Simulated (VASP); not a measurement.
# Au: relaxation of cell and atoms with r2SCAN

Crystal: Au.

```
Au
1.0
     0.00000    2.03500    2.03500
     2.03500    0.00000    2.03500
     2.03500    2.03500    0.00000
Au
1
Direct
  0.00000 0.00000 0.00000
```

| Property | Result |
| --- | --- |
| Program | VASP 6.6.1 |
| Task | relaxation of cell and atoms |
| Functional | r2SCAN |
| Potentials or basis | VASP PAW PBE potentials, release 64 (Au) |
| Cutoff | 600 eV |
| k mesh | 18 × 18 × 18 |
| Occupations | gaussian, width 0.1 eV |
| Spin | no spin polarisation |
| Further INCAR settings | ALGO = Normal; EDIFF = 1e-07; IBRION = 2; EDIFFG = -0.004; NSW = 80; ISIF = 3 |

- Relaxed volume: 17.57 Å³/atom
- Relaxed cell: a = 2.918 Å, b = 2.918 Å, c = 2.918 Å, α = 60.00°, β = 60.00°, γ = 60.00°
- Space group after relaxing (to 0.05 Å): Fm-3m (No. 225)
- Energy gained by relaxing: 15.8 meV/atom
- Ionic steps: 4
- Pressure after relaxing: 0.0 GPa
- Band gap on the k mesh: none (metal or under the smearing width)

The path:
```tsv
step	energy change (eV)	largest force (eV/Å)	pressure (GPa)	volume (Å³)
1	0.0000	0.0000	7.38	16.85
2	0.0209	0.0000	-8.66	18.82
3	-0.0158	0.0000	-0.09	17.59
4	-0.0158	0.0000	0.03	17.57
```

Final structure:
```
Au
1.0
     0.00000    2.06344    2.06344
     2.06344    0.00000    2.06344
     2.06344    2.06344    0.00000
Au
1
Direct
  0.00000 0.00000 0.00000
```

Levels at points of the mesh, in eV from the Fermi level:
```tsv
k point	band 2	band 3	band 4	band 5	band 6	band 7	band 8	band 9
(0.00, 0.00, 0.00)	-4.74	-4.74	-4.74	-3.29	-3.29	15.40	19.30	19.30
(0.50, 0.00, 0.00)	-4.79	-4.79	-2.11	-2.11	-0.62	3.05	14.87	17.72
(0.50, 0.50, 0.00)	-6.75	-2.17	-1.78	-1.78	1.32	5.79	10.47	10.47
```

Wall time 4.8 min on 1 thread of Intel(R) Xeon(R) Platinum 8259CL CPU @ 2.50GHz (Skylake/Cascade Lake), on a shared host, peak memory 0.19 GiB.

Caveat: the PAW data sets were made with another functional, which shifts forces and pressure a little. The run has no spin-orbit coupling, so splittings on Au are missing.
